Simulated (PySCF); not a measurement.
Species: acetate ion, C2H3O2 (charge -1).
SMILES: `C(C)([O-])=O`

The closed-shell ground state was solved at several levels (PySCF, density fitting, gas phase, non-relativistic). Isolated species at its PBE0-D3(BJ)/def2-SVP geometry, gas phase. Where the HOMO energy is positive, the finite basis confines the outermost electrons. No diffuse functions stand in pcJ-1, pcSseg-1 and pcSseg-2, which bears on an anion's orbital energies.

| level | basis functions | total energy (Eh) | HOMO (eV) | LUMO (eV) | gap (eV) |
| --- | --- | --- | --- | --- | --- |
| B3LYP/pcJ-1 | 138 | -228.5264 | -0.37 | 6.11 | 6.48 |
| KT2/pcSseg-2 | 186 | -232.1271 | 0.35 | 4.31 | 3.96 |
| PBE0/pcSseg-1 | 83 | -228.2429 | -0.67 | 6.41 | 7.08 |

(1) Estimate the row for B3LYP/def2-SVPD, a basis of 110 functions; the other rows only guide the guess.

(2) Over all these levels, which gives the widest orbital gap and which the narrowest?

Results:

(1) Total energy -228.3775 Eh, HOMO -1.07 eV, LUMO 4.57 eV, gap 5.64 eV.

(2) PBE0/pcSseg-1 (global hybrid, 25 % exact exchange) has the widest, 7.08 eV, and KT2/pcSseg-2 (GGA) the narrowest, 3.96 eV. Functional and basis both differ between the two, so the spread mixes both effects.
